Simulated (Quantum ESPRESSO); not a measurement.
## PbSe (Clausthalite) under changes of volume

One of the cells (28.671 Å³/atom); the others are scaled copies at fixed shape and fractional positions:

```xyz
2
Lattice="0.0000 3.0606 3.0606 3.0606 0.0000 3.0606 3.0606 3.0606 0.0000" Properties=species:S:1:pos:R:3 pbc="T T T"
Pb    0.0000    0.0000    0.0000
Se    3.0606    3.0606    3.0606
```

```yaml
Program: Quantum ESPRESSO 7.5
Functional: LDA
Potentials_or_basis: PseudoDojo 0.4.1 SR LDA standard
Cutoff: 1170 eV
Density_cutoff: 4680 eV
k_mesh: 8 × 8 × 8
Occupations: fermi-dirac, width 0.05 eV
Spin: no spin polarisation
```

| volume (Å³/atom) | energy over the lowest point (meV/atom) | pressure (GPa) | gap on the mesh (eV) |
| --- | --- | --- | --- |
| 26.951 | ? | ? | ? |
| 27.524 | 0.00 | 0.0 | 0.06 |
| 28.097 | 1.97 | -1.1 | 0.13 |
| 28.671 | 7.78 | -2.1 | 0.19 |
| 29.244 | 17.07 | -3.1 | 0.25 |
| 29.818 | 29.47 | -3.9 | 0.31 |
| 30.391 | 44.65 | -4.6 | 0.36 |

Task: What does the run at 26.951 Å³/atom give?

Result: Energy over the lowest point 2.27 meV/atom; pressure 1.3 GPa; gap on the mesh 0.02 eV.

Worked out: A Birch-Murnaghan fit of order 3 (a polynomial in V^(-2/3)) to the other rows has its minimum at 27.54 Å³/atom with B0 = V·E''(V) = 57 GPa and B' = 4.2. It gives 2.32 meV/atom at 26.951 Å³/atom, against the run's 2.27, and -dE/dV = 1.3 GPa, against 1.3.

Energies are extrapolated to zero smearing.

Caveats: spin-orbit coupling is left out, which as a rule narrows the gap of such compounds by several tenths of an eV.

A mesh can miss the band edges.
